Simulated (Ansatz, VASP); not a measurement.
**One calculation of BN, two programs**

```xyz
2
Lattice="0.0000 3.4953 2.1986 1.2516 0.0000 2.1986 1.2516 3.4953 0.0000" Properties=species:S:1:pos:R:3 pbc="T T T"
B     1.2516    3.4953    0.0002
N     1.2516    3.4953    2.9314
```

Change from the starting cell: strain +0.000 along x and y, +0.015 along z, atoms carried along.

Alike in both runs: task single point; functional PBE; dispersion D3(BJ); k mesh 12 × 12 × 12; occupations gaussian, width 0.05 eV; no spin polarisation.

|  | VASP | Ansatz |
| --- | --- | --- |
| version | VASP 6.6.1 | Ansatz 0.2.0 |
| potentials or method | VASP PAW PBE potentials, release 64 (B, N) | scalar-relativistic, plane waves, PAW |
| plane-wave cutoff (eV) | 520 | 420 |
| valence electrons in the cell | 8 | 8 |

```csv
,VASP,Ansatz,Ansatz less VASP
gap on the k mesh at the Fermi level (eV),3.74,3.75,+0.008
least direct gap on the mesh (eV),4.51,4.51,+0.003
pressure (GPa),-4.0,-4.1,-0.06
largest component of the traceless stress (GPa),6.62,6.70,+0.083
rms of the force components (eV/Å),0.085,0.085,-0.0002
```

Atom by atom the forces differ by 0.000 eV/Å (rms over components).

A k mesh can miss the band edges.
